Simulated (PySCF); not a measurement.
# Static response to an electric field

Species: pyridine, C₅H₅N.
Cartesian coordinates in Å at the GFN2-xTB level; atoms count from 1:
```xyz
11
C5H5N angstrom
C      0.072    1.186   -0.023
C      1.220    0.409    0.003
C      1.077   -0.971    0.025
N     -0.095   -1.581    0.024
C     -1.185   -0.835    0.001
C     -1.160    0.552   -0.024
H      0.137    2.264   -0.042
H      2.200    0.860    0.007
H      1.941   -1.622    0.045
H     -2.122   -1.377    0.002
H     -2.079    1.118   -0.044
```

Level: wB97X-D/def2-SVPD (PySCF), static field, nuclei fixed, core orbitals frozen in the response. The polarisability tensor in these axes (au):

```
x   74.23 -0.28  0.36
y   -0.28 69.49 -0.55
z    0.36 -0.55 38.81
```

**Question.** What are the eigenvalues, a third of the trace, and Δα (Δα² = ½Σ(αi − αj)² over the three pairs)?

**Answer.** Principal values 38.80, 69.48 and 74.25 au; mean 60.84 au = 9.02 Å³ = 10.03 × 10⁻⁴⁰ C²·m²/J; Δα = 33.33 au (55 % of the mean).

**Question.** What is the dipole moment, and where does it point?

**Answer.** (0.14, 2.26, -0.04) D, 2.26 D in size, pointing from the negative to the positive side. Measured along this direction, the outermost atoms are N4, H9 and H10 at the negative end and H7 at the positive end.

**Question.** What depolarisation ratio follows for Rayleigh scattering of linearly polarised light, taking the static tensor?

**Answer.** ρ = 3Δα²/(45ᾱ² + 4Δα²) = 3331.7/(166580 + 4442.2) = 0.0195.

**Question.** What would n − 1 = 2πNα be for an ideal gas of these molecules at 273.15 K and 1 atm, electronic part alone?

**Answer.** N = p/kT = 2.6868 × 10¹⁹ cm⁻³, so n − 1 = 2π × N × 9.02 × 10⁻²⁴ cm³ = 1522 × 10⁻⁶ at long wavelengths, for an ideal gas.

**Question.** How large is μ²/3kT at 500 K beside α?

**Answer.** In Gaussian units μ²/3kT = 24.74 Å³ against 9.02 Å³, a ratio of 2.74; the Debye molar polarisation (4π/3)N_A(α + μ²/3kT) is 85.2 cm³/mol, leaving out the vibrational part.

**Question.** Directions of the eigenvectors, and the extent of the frame along each?

**Answer.** Largest value along (1.00, -0.06, 0.01), where the nuclei span 4.29 Å; middle along (0.06, 1.00, -0.02), 3.85 Å; least along (-0.01, 0.02, 1.00), 0.00 Å. The response follows the extents in order.

Geometry: GFN2-xTB; no solvent, vibrations or thermal averaging.

These values come from a run that also computed excited states. Time: 18 s of wall time. Hardware: one thread, Arm Neoverse V2, no GPU, shared host.
